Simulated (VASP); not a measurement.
Here is a VASP 6.6.1 calculation.

File INCAR:

```
  ALGO = Normal
  EDIFF = 1E-7
  EDIFFG = -0.005
  ENCUT = 600
  GGA = PS
  IBRION = 2
  ISIF = 3
  ISMEAR = 0
  LASPH = T
  LCHARG = F
  LREAL = F
  LWAVE = F
  NELM = 80
  NSW = 90
  PREC = Accurate
  SIGMA = 0.03
```

KPOINTS

```
k-points
0
Gamma
  9 9 4
```

Contents of POSCAR:

```
AgI                                     
1.0
    4.5537251312      0.0000000000      0.0000000000
   -2.2768625656      3.9436416455     -0.0000000000
    0.0000000000      0.0000000000      7.4602548140
  Ag              I             
     2     2
Direct
     0.6666666667000030    0.3333333332999970    0.6279228174758807
     0.3333333332999970    0.6666666667000030    0.1279228174758807
     0.6666666667000030    0.3333333332999970    0.0020771825241218
     0.3333333332999970    0.6666666667000030    0.5020771825241218
```

Potentials or basis: VASP PAW PBE potentials, release 64 (Ag, I).

Launch:

```bash
$ cat potpaw_PBE.64/Ag/POTCAR potpaw_PBE.64/I/POTCAR > POTCAR
$ mpirun -np 1 vasp_std > vasp.out
```

**Question.** Estimate the band gap on the k mesh.

**Answer.** 1.23 eV, direct.

Forces in eV/Å, atoms in the order of the input:
```
Ag   0.000  0.000 -0.004
Ag   0.000  0.000 -0.004
I    0.000  0.000  0.004
I    0.000  0.000  0.004
```

Caveat: the relaxation stopped at its first step, so nothing moved; the PAW data sets were made with another functional, which shifts forces and pressure a little; spin-orbit coupling is left out, which moves the levels of the heavy elements. Expect the measured gap to be larger: semilocal functionals such as PBEsol lack the derivative discontinuity.
